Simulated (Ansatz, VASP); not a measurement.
## GaAs in VASP and in Ansatz

```
CELL_PARAMETERS angstrom
0.00000 2.83309 2.86142
2.83309 0.00000 2.86142
2.83309 2.83309 0.00000
ATOMIC_POSITIONS crystal
Ga 0.00000 0.00000 0.00000
As 0.25000 0.25000 0.25000
```

Change from the starting cell: uniaxial_z strain +1.0%.

Alike in both runs: task single point; functional PBE; k mesh 8 × 8 × 8; occupations fermi-dirac, width 0.02 eV; no spin polarisation.

|  | VASP | Ansatz |
| --- | --- | --- |
| version | VASP 6.6.1 | Ansatz 0.2.0 |
| potentials or method | VASP PAW PBE potentials, release 64 (Ga_d, As) | plane waves, PAW |
| plane-wave cutoff (eV) | 520 | 420 |
| valence electrons in the cell | 18 | 28 |

|  | VASP | Ansatz | Ansatz less VASP |
| --- | --- | --- | --- |
| pressure (GPa) | 2.2 | 2.1 | -0.19 |
| largest component of the traceless stress (GPa) | 0.40 | 0.40 | +0.002 |

With one functional, cell and mesh, what is left measures potentials, basis and numerics. The two sets of potentials don't hold the same shells in valence.
